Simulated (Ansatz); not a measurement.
How far is PAW off for TiTe₂?

```
Ti Te
1.0
     3.77700    0.00000    0.00000
    -1.88850    3.27098    0.00000
     0.00000    0.00000    6.49800
Ti Te
1 2
Direct
  0.00000 0.00000 0.00000
  0.66667 0.33333 0.26280
  0.33333 0.66667 0.73720
```

Atom numbers follow the list: Ti1, Te2, Te3.

The cell is COD entry 1008063, as deposited and not checked against the literature; nothing was relaxed.

Spin–orbit coupling is left out, though it moves levels of the heavy atoms by tenths of an eV or more.

Levels of theory: DFT, PBEsol, PAW with Ansatz's default frozen-core files, scalar-relativistic (Ansatz 0.2.0); DFT, PBEsol, all-electron LAPW, scalar-relativistic (Ansatz 0.2.0).

For PAW: a Γ-centred 13×13×7 k mesh, Fermi–Dirac smearing of 0.03 eV, cutoff 420 eV, no spin polarisation; the PAW files were made with PBE, and the program remakes their frozen cores for this functional. LAPW targets a basis error of 1 meV/atom. The Ansatz runs share mesh, smearing and spin set-up. Plane-wave (PAW) pressures include the program's estimate of the Pulay term.

Stress and pressure are positive in compression.

Levels count from the Fermi level.

PAW results:

| quantity | PAW |
| --- | --- |
| pressure (GPa) | -2.26 |
| stress xx (GPa) | -2.61 |
| stress zz (GPa) | -1.57 |
| force on Te2, z (eV/Å) | -0.109 |
| highest filled level at M (eV) | -0.011 |
| lowest empty level at M (eV) | 1.125 |
| highest filled level at L (eV) | -0.307 |
| lowest empty level at L (eV) | 1.123 |
| highest filled level at A (eV) | -1.614 |
| lowest empty level at A (eV) | 0.363 |

What does LAPW (all electrons) give for the same quantities?


```tsv
quantity	LAPW
pressure (GPa)	-2.26
stress xx (GPa)	-2.61
stress zz (GPa)	-1.57
force on Te2, z (eV/Å)	-0.110
highest filled level at M (eV)	-0.011
lowest empty level at M (eV)	1.125
highest filled level at L (eV)	-0.307
lowest empty level at L (eV)	1.123
highest filled level at A (eV)	-1.614
lowest empty level at A (eV)	0.363
```
